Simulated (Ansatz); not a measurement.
# InSe (R3m) in Ansatz: further runs

Aim: see how the results for InSe move with the level of theory and the settings. Levels: LDA, r2SCAN. Tasks: band structure, single point, equation of state.

Program: Ansatz 0.2.0. These are calculated values, not measurements. Logs are shortened: lines on timing, memory, paths and dates and some standing lists are left out, and cuts for length are marked.

**Measured values to compare with.**

“The Interaction of Hydrogen with the van der Waals Crystal γ-InSe”, 2020, pmc:7321205 reports, for a bulk crystal of InSe at 300 K: band gap 1.25 eV.

The results are compared with them further down.

### Step 1. Starting point

It takes space group R3m (No. 160, trigonal). Conventional cell: a = 4.000 Å, b = 4.000 Å, c = 25.320 Å, α = 90.00°, β = 90.00°, γ = 120.00°. In (site symmetry 3m) is surrounded by 3 Se at 2.63 Å and 1 In at 2.82 Å. In (site symmetry 3m) is surrounded by 3 Se at 2.64 Å and 1 In at 2.82 Å. Around Se (site symmetry 3m) lie 3 In at 2.63 Å. Se (site symmetry 3m) has 3 In at 2.64 Å as nearest neighbours.

### Step 2. Band structure, LDA

input.yaml reads:

```yaml
crystal:
  lattice:
    - [2.0, 1.1547005384, 8.44]
    - [-2.0, 1.1547005384, 8.44]
    - [0.0, -2.3094010768, 8.44]
  atoms:
    - { symbol: In, position: [0.8886, 0.8886, 0.8886] }
    - { symbol: In, position: [0.0, 0.0, 0.0] }
    - { symbol: Se, position: [0.1719, 0.1719, 0.1719] }
    - { symbol: Se, position: [0.3835, 0.3835, 0.3835] }
hamiltonian:
  xc: lda
  pseudopotentials: { kind: paw }
kpoints:
  mp_grid: { grid: [8, 8, 8] }
  band_path:
    path:
      - [[0.0, 0.0, 0.0], [0.5, 0.0, 0.0], [0.5, 0.1791451724, -0.1791451724]]
      - [[0.8208548276, 0.5, 0.1791451724], [0.5, 0.5, 0.5], [0.0, 0.0, 0.0], [0.3395725862, 0.0, -0.3395725862]]
      - [[0.6604274138, 0.3395725862, 0.0], [0.5, 0.5, 0.0], [0.6604274138, 0.6604274138, 0.1791451724], [0.5, 0.5, 0.5]]
      - [[0.5, 0.0, 0.0], [0.8208548276, 0.3395725862, 0.3395725862]]
    npoints: 14
scf:
  occupations: { method: fermi_dirac, width: 0.05 }
  n_extra_bands: 10
output:
  forces: true
  stress: true
  eigenvalues: true
  fatbands: true
```

Potentials or basis: Ansatz PAW.

Run with:

```console
> ansatz run input.yaml --threads 2 --pin off --max-ram 5632MiB --backend cpu --events-out ev --progress --plain --runs-dir out
```

The log of the run:

```text
Warning: RAYON_NUM_THREADS=2 ignored (pool sized by the plan → 2); use --threads N
basis.fft_grid_basis auto: the FFT boxes are laid along the combinations [[1, 0, -1], [0, 1, -1], [0, 0, 1]] of the cell's own vectors, 4.000, 4.000 and 8.750 Å long. The dense box has 27×27×60 points. Along the cell's own vectors, as sized, it would have 60×60×60, 4.94 times as many. Of the 6 symmetry operations that the crystal satisfies within crystal.symmetry.tolerance (time reversal apart; of a slab, those that keep its plane) the dense box along the cell's own vectors carries 6, and the one as laid loses 4 of those. basis.fft_grid_basis: typed keeps the cell's own vectors: state it where this run's energies or levels are differenced outside the engine with another run's, or held beside a run that keeps those vectors.
scf.n_extra_bands = 10 over 29 filled bands (N_el = 58.0): the run solves 39 bands
Engine: ansatz 0.2.0, aarch64-unknown-linux-gnu
Pseudopotentials: kind: paw
Pseudopotential: In, paw, valence charge 13, recommended cutoff 420 eV (normal), In.paw.azcp
Pseudopotential: Se, paw, valence charge 16, recommended cutoff 420 eV (normal), Se.paw.azcp
Functional definition: SPW92
  exchange = slater_x
  correlation = pw_c
Crystal: 4 atoms, lattice volume = 116.948 Å³
Basis set: ecut = 420 eV, 2309 PW (Γ), FFT grids on a1−a3, a2−a3, a3
Bands: 39, of which v1, the nominal top of the filled ones, is band 29 counted from 1 (28 counted from 0)
Symmetry: 6 space group operations
Space group: R3m (ITA 160), of the structure as read, at distance tolerance 4.9e-5 Å
k-points: 65 of 512 (time reversal used)
Non-local potential: In, projectors of the file, l = 0: 2, l = 1: 2, l = 2: 2, l = 3: 2
Non-local potential: Se, projectors of the file, l = 0: 2, l = 1: 2, l = 2: 3, l = 3: 1
PAW form: soft (Blöchl's): semilocal exchange-correlation on the pseudo side does not see the compensation charge
PAW frozen core: In, regenerated for the run's functional, and the local potential with it (the file was generated under x = pbe(κ = 0.804, μ = 0.2195149727645171), c = pbe(β = 0.06672455060314922))
PAW frozen core: Se, regenerated for the run's functional, and the local potential with it (the file was generated under x = pbe(κ = 0.804, μ = 0.2195149727645171), c = pbe(β = 0.06672455060314922))
PAW one-centre angular grid: In, 590 points (default); XC on 64 Gauss nodes
PAW one-centre angular grid: Se, 590 points (default); XC on 64 Gauss nodes
Initial density: superposition of atomic densities (neutral atoms: chi_scale 0, normalization atom), corrected by the library's trained network
Initial wavefunctions: pseudopotential atomic-orbital guess
Functional: x = slater, c = lda
SCF iter   1: F=—  HF=-21682.736575 eV  |F-HF|=—  |Δ(HF+E_count)|=         —  Δρ=6.82e-3  dr2=6.03e-2  ethr=1.77e-3  ⟨swp⟩=6.4  Hψ=11153  notcnv=0  defer=56
preconditioner: auto → Resta (q_TF=auto, 2.427 Å⁻¹)  ε∞=2.9  [insulator: Δε(μ)=0.198 eV  Ē_g=15.381 eV  σ=0.050 eV  W_gap=0.75  n_scr=30 (ndim 8)  ℏωp=21.2 eV  f_vac=0.086  D(μ)=0.02/eV (n_scr^D=0)  ε∞_Penn≈2.9]
SCF iter   2: F=—  HF=-21682.721915 eV  |F-HF|=—  |Δ(HF+E_count)|=   1.47e-2  Δρ=2.81e-3  dr2=5.34e-3  ethr=1.04e-4  ⟨swp⟩=3.1  Hψ=4659  notcnv=0  defer=266
SCF iter   3: F=—  HF=-21682.720864 eV  |F-HF|=—  |Δ(HF+E_count)|=   1.05e-3  Δρ=1.07e-3  dr2=1.07e-3  ethr=9.21e-6  ⟨swp⟩=2.1  Hψ=3340  notcnv=0  defer=266
SCF iter   4: F=—  HF=-21682.720719 eV  |F-HF|=—  |Δ(HF+E_count)|=   1.45e-4  Δρ=2.81e-4  dr2=8.00e-5  ethr=1.84e-6  ⟨swp⟩=1.8  Hψ=2395  notcnv=0  defer=266
SCF iter   5: F=—  HF=-21682.720723 eV  |F-HF|=—  |Δ(HF+E_count)|=   4.04e-6  Δρ=4.73e-5  dr2=2.60e-6  ethr=1.38e-7  ⟨swp⟩=2.0  Hψ=2564  notcnv=0  defer=266
SCF iter   6: F=—  HF=-21682.720725 eV  |F-HF|=—  |Δ(HF+E_count)|=   1.18e-6  Δρ=9.01e-6  dr2=1.29e-7  ethr=4.48e-9  ⟨swp⟩=2.8  Hψ=3350  notcnv=0  defer=266
SCF iter   7: F=-21682.720725 eV  HF=-21682.720725 eV  |F-HF|=6.26e-10  |Δ(HF+E_count)|=   3.52e-8  Δρ=2.66e-6  dr2=1.08e-8  ethr=1.72e-10  ⟨swp⟩=9.5  Hψ=11617  notcnv=0
SCF 1 converged in 7 iterations: F = -21682.720725 eV  dr2 = 1.08e-8
NSCF: frozen V_eff on 130 k-points
SCF converged after 7 iterations
Free energy (F): -21682.720725 eV
Harris-Foulkes:  -21682.720725 eV  (|F-HF|=6.26e-10)
Internal energy: -21682.720528 eV  (E = F + TS)
E sigma→0 (E₀):  -21682.720627 eV
Entropy (-TS):   -0.000196 eV (-0.049 meV/atom)
Fermi energy:    7.084941 eV
--- Per-component energies (eV) ---
  E_band       = -934.883026
  E_kinetic    = 725.150272
  E_local      = -7940.783673  (includes V_loc(G=0)·N_el)
  E_nonlocal   = -437.769481
  E_hartree    = 3648.566928
  E_xc         = -633.449451
  E_vxc        = -398.166932  (∫ρ·V_xc dr)
  E_paw        = -11685.233920  (= ΣΔE_a)
  E_vpaw       = -180.450089  (= ΣTr[D̂ρ^β])
  E_aug_tail   = -0.001186  (compensation charges beyond the density's cutoff)
  E_ewald      = -5364.203816
  E_core_change = 5.003797  (= ΣΔE_core)
  E_smearing   = -0.000196  (= −TS)
  E_closure    = -0.000000  (closes the sum)
  Σ components = -21682.720725   (vs F -21682.720725, Δ=0.00e0)
--- Forces (eV/Å), atoms counted from 1 ---
  atom   1  In     0.00000000    -0.00000000     0.23720833
  atom   2  In    -0.00000000     0.00000000    -0.21987730
  atom   3  Se     0.00000000     0.00000000     0.06096207
  atom   4  Se     0.00000000     0.00000000    -0.07831735
  max |Σ_I F_I| component: 2.42e-5 eV/Å
--- Stress (GPa, compression-positive) ---
       -1.081137       0.000000       0.000000
        0.000000      -1.081137       0.000000
        0.000000       0.000000      -2.298842
  P = ⅓ Tr σ = -1.4870 GPa (-14.870 kbar)
--- Band table (eV; the first three rows and the last of 65) ---
  k-point 0: bands = ["-40.7170", "-40.7170", "-40.7100", "-40.7100", "-40.6882", "-40.6882", "-40.6829", "-40.6829", "-40.6774", "-40.6726", "-7.7575", "-7.5812", "-7.5812", "-7.5065", "-7.5065", "-7.4830", "-7.4830", "-7.3280", "-7.3165", "-7.3165", "-6.6564", "-6.2448", "0.5906", "3.4364", "5.3871", "5.6654", "5.6654", "5.7591", "5.7591", "8.5224", "8.8820", "11.2793", "11.2793", "12.0279", "12.3574", "12.3574", "14.3404", "15.4640", "16.1025"]
  k-point 1: bands = ["-40.7170", "-40.7170", "-40.7100", "-40.7100", "-40.6882", "-40.6882", "-40.6829", "-40.6829", "-40.6774", "-40.6726", "-7.7656", "-7.6419", "-7.5836", "-7.5777", "-7.4951", "-7.4873", "-7.4758", "-7.3544", "-7.3178", "-7.2599", "-6.4721", "-6.0949", "0.7017", "3.1640", "4.6259", "5.2710", "5.4651", "5.5919", "5.8317", "8.8706", "9.5839", "10.5635", "11.4344", "11.6827", "12.3840", "12.7039", "14.0078", "15.3423", "15.9334"]
  k-point 2: bands = ["-40.7170", "-40.7169", "-40.7100", "-40.7099", "-40.6882", "-40.6882", "-40.6829", "-40.6829", "-40.6774", "-40.6726", "-7.8310", "-7.7128", "-7.6895", "-7.5733", "-7.4978", "-7.4677", "-7.4538", "-7.3692", "-7.3204", "-7.2064", "-6.0455", "-5.7334", "0.8923", "2.3961", "3.4452", "4.9124", "5.0678", "5.2072", "5.9389", "8.8571", "9.0371", "10.8947", "11.0886", "11.6582", "13.2625", "13.2980", "13.5597", "14.7336", "15.3052"]
  k-point 64: bands = ["-40.7170", "-40.7170", "-40.7100", "-40.7100", "-40.6882", "-40.6882", "-40.6829", "-40.6829", "-40.6774", "-40.6726", "-7.7569", "-7.5814", "-7.5814", "-7.5064", "-7.5064", "-7.4830", "-7.4830", "-7.3408", "-7.3164", "-7.3164", "-6.5010", "-6.4039", "0.9360", "2.5575", "5.5959", "5.5959", "5.8353", "5.8353", "6.9628", "7.1788", "8.9556", "11.1943", "11.1943", "12.4847", "12.4847", "12.5283", "14.8514", "15.4410", "15.7519"]
```

Run time: 33 s. Hardware: 2 threads of Arm Neoverse V2, shared host; peak memory 0.53 GiB.

What came out:

```yaml
Free_energy: -21682.7207 eV
Pressure: -1.5 GPa
Largest_force: 0.237 eV/Å
Band_gap_on_the_k_mesh: 0.22 eV, direct
Band_gap_along_the_path: 0.22 eV, direct
```

Forces in eV/Å, atoms in the order of the input:
```
In   0.000  0.000  0.237
In   0.000  0.000 -0.220
Se   0.000  0.000  0.061
Se   0.000  0.000 -0.078
```

Levels at the corners of the path, in eV from the valence-band top:
```
point  band 27  band 28  band 29  band 30  band 31  band 32
    Γ    -1.30    -1.20    -1.20     1.56     1.92     4.32
    L    -2.34    -2.24    -1.70     1.10     1.84     3.52
   B1    -2.54    -2.26    -1.77     1.66     2.32     3.30
    B    -2.54    -2.26    -1.77     1.66     2.32     3.30
    Z    -1.13    -1.13     0.00     0.22     1.99     4.23
    Γ    -1.30    -1.20    -1.20     1.56     1.92     4.32
    X    -2.58    -2.23    -1.75     1.72     2.22     3.33
    Q    -2.58    -2.23    -1.75     1.72     2.22     3.33
    F    -2.51    -2.05    -1.53     1.03     1.88     3.18
   P1    -2.48    -2.08    -1.66     1.26     1.71     3.25
    Z    -1.13    -1.13     0.00     0.22     1.99     4.23
    L    -2.34    -2.24    -1.70     1.10     1.84     3.52
    P    -2.48    -2.08    -1.66     1.26     1.71     3.25
```

Caveat: spin-orbit coupling is left out, which moves the levels of the heavy elements; the PAW data sets come from PBE, with cores solved anew for the run's functional, which leaves a small shift of forces and pressure.

### Step 3. Single point, LDA, 27.48 Å³/atom (volume scaled by 0.94)

input.yaml reads:

```yaml
crystal:
  lattice:
    - [1.9591722174, 1.1311286071, 8.2677067576]
    - [-1.9591722174, 1.1311286071, 8.2677067576]
    - [0.0, -2.2622572143, 8.2677067576]
  atoms:
    - { symbol: In, position: [0.8886, 0.8886, 0.8886] }
    - { symbol: In, position: [0.0, 0.0, 0.0] }
    - { symbol: Se, position: [0.1719, 0.1719, 0.1719] }
    - { symbol: Se, position: [0.3835, 0.3835, 0.3835] }
hamiltonian:
  xc: lda
  pseudopotentials: { kind: paw }
kpoints:
  mp_grid: { grid: [8, 8, 8] }
scf:
  occupations: { method: fermi_dirac, width: 0.05 }
output:
  forces: true
  stress: true
  eigenvalues: true
```

Potentials or basis: Ansatz PAW.

Run with:

```console
> ansatz run input.yaml --threads 2 --pin off --max-ram 5632MiB --backend cpu --events-out ev --progress --plain --runs-dir out
```

The log of the run:

```text
Warning: RAYON_NUM_THREADS=2 ignored (pool sized by the plan → 2); use --threads N
basis.fft_grid_basis auto: the FFT boxes are laid along the combinations [[1, 0, -1], [0, 1, -1], [0, 0, 1]] of the cell's own vectors, 3.918, 3.918 and 8.572 Å long. The dense box has 27×27×60 points. Along the cell's own vectors, as sized, it would have 60×60×60, 4.94 times as many. Of the 6 symmetry operations that the crystal satisfies within crystal.symmetry.tolerance (time reversal apart; of a slab, those that keep its plane) the dense box along the cell's own vectors carries 6, and the one as laid loses 4 of those. basis.fft_grid_basis: typed keeps the cell's own vectors: state it where this run's energies or levels are differenced outside the engine with another run's, or held beside a run that keeps those vectors.
Engine: ansatz 0.2.0, aarch64-unknown-linux-gnu
Pseudopotentials: kind: paw
Pseudopotential: In, paw, valence charge 13, recommended cutoff 420 eV (normal), In.paw.azcp
Pseudopotential: Se, paw, valence charge 16, recommended cutoff 420 eV (normal), Se.paw.azcp
Functional definition: SPW92
  exchange = slater_x
  correlation = pw_c
Crystal: 4 atoms, lattice volume = 109.931 Å³
Basis set: ecut = 420 eV, 2175 PW (Γ), FFT grids on a1−a3, a2−a3, a3
Bands: 35, of which v1, the nominal top of the filled ones, is band 29 counted from 1 (28 counted from 0)
Symmetry: 6 space group operations
Space group: R3m (ITA 160), of the structure as read, at distance tolerance 4.8e-5 Å
k-points: 65 of 512 (time reversal used)
Non-local potential: In, projectors of the file, l = 0: 2, l = 1: 2, l = 2: 2, l = 3: 2
Non-local potential: Se, projectors of the file, l = 0: 2, l = 1: 2, l = 2: 3, l = 3: 1
PAW form: soft (Blöchl's): semilocal exchange-correlation on the pseudo side does not see the compensation charge
PAW frozen core: In, regenerated for the run's functional, and the local potential with it (the file was generated under x = pbe(κ = 0.804, μ = 0.2195149727645171), c = pbe(β = 0.06672455060314922))
PAW frozen core: Se, regenerated for the run's functional, and the local potential with it (the file was generated under x = pbe(κ = 0.804, μ = 0.2195149727645171), c = pbe(β = 0.06672455060314922))
PAW one-centre angular grid: In, 590 points (default); XC on 64 Gauss nodes
PAW one-centre angular grid: Se, 590 points (default); XC on 64 Gauss nodes
Initial density: superposition of atomic densities (neutral atoms: chi_scale 0, normalization atom), corrected by the library's trained network
Initial wavefunctions: pseudopotential atomic-orbital guess
Functional: x = slater, c = lda
SCF iter   1: F=—  HF=-21682.731794 eV  |F-HF|=—  |Δ(HF+E_count)|=         —  Δρ=7.07e-3  dr2=6.38e-2  ethr=1.77e-3  ⟨swp⟩=6.6  Hψ=9887  notcnv=0
preconditioner: auto → Resta (q_TF=auto, 2.453 Å⁻¹)  ε∞=3.4  [insulator: Δε(μ)=0.359 eV  Ē_g=14.069 eV  σ=0.050 eV  W_gap=0.94  n_scr=30 (ndim 8)  ℏωp=21.8 eV  f_vac=0.066  D(μ)=0.01/eV (n_scr^D=0)  ε∞_Penn≈3.4]
SCF iter   2: F=—  HF=-21682.716144 eV  |F-HF|=—  |Δ(HF+E_count)|=   1.57e-2  Δρ=2.93e-3  dr2=5.17e-3  ethr=1.10e-4  ⟨swp⟩=3.2  Hψ=4365  notcnv=0  defer=70
SCF iter   3: F=—  HF=-21682.715015 eV  |F-HF|=—  |Δ(HF+E_count)|=   1.13e-3  Δρ=9.73e-4  dr2=7.55e-4  ethr=8.91e-6  ⟨swp⟩=2.0  Hψ=2851  notcnv=0  defer=70
SCF iter   4: F=—  HF=-21682.714922 eV  |F-HF|=—  |Δ(HF+E_count)|=   9.31e-5  Δρ=2.49e-4  dr2=6.10e-5  ethr=1.30e-6  ⟨swp⟩=2.2  Hψ=3004  notcnv=0  defer=70
SCF iter   5: F=—  HF=-21682.714920 eV  |F-HF|=—  |Δ(HF+E_count)|=   2.02e-6  Δρ=4.94e-5  dr2=3.24e-6  ethr=1.05e-7  ⟨swp⟩=2.0  Hψ=4090  notcnv=0  defer=70
SCF iter   6: F=—  HF=-21682.714920 eV  |F-HF|=—  |Δ(HF+E_count)|=   8.77e-8  Δρ=2.04e-5  dr2=4.81e-7  ethr=5.59e-9  ⟨swp⟩=2.0  Hψ=4090  notcnv=0  defer=70
SCF iter   7: F=-21682.714921 eV  HF=-21682.714921 eV  |F-HF|=7.50e-9  |Δ(HF+E_count)|=   1.65e-7  Δρ=4.44e-6  dr2=2.86e-8  ethr=1.72e-10  ⟨swp⟩=8.8  Hψ=9755  notcnv=0
SCF 1 converged in 7 iterations: F = -21682.714921 eV  dr2 = 2.86e-8
SCF converged after 7 iterations
Free energy (F): -21682.714921 eV
Harris-Foulkes:  -21682.714921 eV  (|F-HF|=7.50e-9)
Internal energy: -21682.714866 eV  (E = F + TS)
E sigma→0 (E₀):  -21682.714893 eV
Entropy (-TS):   -0.000055 eV (-0.014 meV/atom)
Fermi energy:    8.015773 eV
--- Per-component energies (eV) ---
  E_band       = -894.525375
  E_kinetic    = 728.852871
  E_local      = -7759.697615  (includes V_loc(G=0)·N_el)
  E_nonlocal   = -437.928601
  E_hartree    = 3577.419708
  E_xc         = -635.274425
  E_vxc        = -400.503574  (∫ρ·V_xc dr)
  E_paw        = -11685.099369  (= ΣΔE_a)
  E_vpaw       = -180.094532  (= ΣTr[D̂ρ^β])
  E_aug_tail   = -0.001150  (compensation charges beyond the density's cutoff)
  E_ewald      = -5475.990082
  E_core_change = 5.003797  (= ΣΔE_core)
  E_smearing   = -0.000055  (= −TS)
  E_closure    = 0.000000  (closes the sum)
  Σ components = -21682.714921   (vs F -21682.714921, Δ=0.00e0)
--- Forces (eV/Å), atoms counted from 1 ---
  atom   1  In     0.00000000    -0.00000000     0.50660759
  atom   2  In     0.00000000     0.00000000    -0.49126697
  atom   3  Se     0.00000000     0.00000000    -0.43205978
  atom   4  Se     0.00000000    -0.00000000     0.41671575
  max |Σ_I F_I| component: 3.41e-6 eV/Å
--- Stress (GPa, compression-positive) ---
        2.519855       0.000000       0.000000
        0.000000       2.519855       0.000000
        0.000000       0.000000       0.823080
  P = ⅓ Tr σ = 1.9543 GPa (19.543 kbar)
--- Band table (eV; the first three rows and the last of 65) ---
  k-point 0: bands = ["-39.9886", "-39.9886", "-39.9828", "-39.9828", "-39.9579", "-39.9579", "-39.9539", "-39.9539", "-39.9461", "-39.9427", "-7.0944", "-6.8829", "-6.8829", "-6.7947", "-6.7947", "-6.7635", "-6.7635", "-6.6445", "-6.5700", "-6.5700", "-6.1836", "-5.6683", "1.1300", "4.2549", "6.0883", "6.4383", "6.4383", "6.5394", "6.5394", "9.5232", "9.8598", "12.1985", "12.1985", "12.9902", "13.2916"]
  k-point 1: bands = ["-39.9886", "-39.9885", "-39.9828", "-39.9827", "-39.9579", "-39.9579", "-39.9539", "-39.9539", "-39.9461", "-39.9427", "-7.1124", "-6.9624", "-6.9117", "-6.8784", "-6.7808", "-6.7692", "-6.7548", "-6.6282", "-6.5716", "-6.5220", "-5.9558", "-5.4986", "1.2597", "3.9525", "5.3226", "5.9909", "6.2155", "6.3547", "6.5596", "9.9298", "10.5751", "11.4926", "12.3769", "12.5699", "13.3290"]
  k-point 2: bands = ["-39.9886", "-39.9884", "-39.9827", "-39.9826", "-39.9579", "-39.9579", "-39.9539", "-39.9539", "-39.9460", "-39.9426", "-7.2065", "-7.0725", "-7.0067", "-6.8729", "-6.7830", "-6.7475", "-6.7280", "-6.6363", "-6.5746", "-6.4532", "-5.4595", "-5.0860", "1.4997", "3.0787", "4.0099", "5.6111", "5.7788", "5.9299", "6.6886", "9.7216", "10.0533", "11.7416", "12.0949", "12.6348", "14.2263"]
  k-point 64: bands = ["-39.9886", "-39.9886", "-39.9828", "-39.9828", "-39.9579", "-39.9579", "-39.9539", "-39.9539", "-39.9461", "-39.9427", "-7.0920", "-6.8831", "-6.8831", "-6.7945", "-6.7945", "-6.7636", "-6.7636", "-6.6801", "-6.5699", "-6.5699", "-5.9404", "-5.9007", "1.5572", "3.1726", "6.3596", "6.3596", "6.6260", "6.6260", "7.8133", "8.1964", "9.8818", "12.1017", "12.1017", "13.4363", "13.4363"]
```

Run time: 8.9 s. Hardware: 2 threads of Arm Neoverse V2, shared host; peak memory 0.44 GiB.

Results:

```
Free energy            : -21682.7149 eV
Pressure               : 2.0 GPa
Largest force          : 0.507 eV/Å
Band gap on the k mesh : 0.38 eV, direct
```

Caveat: spin-orbit coupling is left out, which moves the levels of the heavy elements; the PAW data sets come from PBE, with cores solved anew for the run's functional, which leaves a small shift of forces and pressure.

### Step 4. Single point, LDA, 28.07 Å³/atom (volume scaled by 0.96)

input.yaml: that of step 3 with these lines changed.

```diff
@@ -2,5 +2,5 @@
   lattice:
-    - [1.9591722174, 1.1311286071, 8.2677067576]
-    - [-1.9591722174, 1.1311286071, 8.2677067576]
-    - [0.0, -2.2622572143, 8.2677067576]
+    - [1.9729696595, 1.139094564, 8.3259319629]
+    - [-1.9729696595, 1.139094564, 8.3259319629]
+    - [0.0, -2.278189128, 8.3259319629]
   atoms:
```

Run with:

```console
> ansatz run input.yaml --threads 2 --pin off --max-ram 5632MiB --backend cpu --events-out ev --progress --plain --runs-dir out
```

Wall time 8.9 s (2 threads of Arm Neoverse V2, shared host); peak memory 0.45 GiB.

Results (log left out):

| Item | Value |
| --- | --- |
| Free energy | -21682.7339 eV |
| Pressure | 0.7 GPa |
| Largest force | 0.411 eV/Å |
| Band gap on the k mesh | 0.32 eV, direct |

Caveat: spin-orbit coupling is left out, which moves the levels of the heavy elements; the PAW data sets come from PBE, with cores solved anew for the run's functional, which leaves a small shift of forces and pressure.

### Step 5. Single point, LDA, 28.65 Å³/atom (volume scaled by 0.98)

input.yaml: that of step 4 with these lines changed.

```diff
@@ -2,5 +2,5 @@
   lattice:
-    - [1.9729696595, 1.139094564, 8.3259319629]
-    - [-1.9729696595, 1.139094564, 8.3259319629]
-    - [0.0, -2.278189128, 8.3259319629]
+    - [1.9865767768, 1.1469506368, 8.3833539979]
+    - [-1.9865767768, 1.1469506368, 8.3833539979]
+    - [0.0, -2.2939012737, 8.3833539979]
   atoms:
```

Run with:

```console
> ansatz run input.yaml --threads 2 --pin off --max-ram 5632MiB --backend cpu --events-out ev --progress --plain --runs-dir out
```

It took 9.5 s on 2 threads of Arm Neoverse V2, shared host; peak memory 0.44 GiB.

The run converged. Its results:

```
Free energy            : -21682.7352 eV
Pressure               : -0.5 GPa
Largest force          : 0.321 eV/Å
Band gap on the k mesh : 0.27 eV, direct
```

Caveat: spin-orbit coupling is left out, which moves the levels of the heavy elements; the PAW data sets come from PBE, with cores solved anew for the run's functional, which leaves a small shift of forces and pressure.

(Continued in part 2 of 2.)
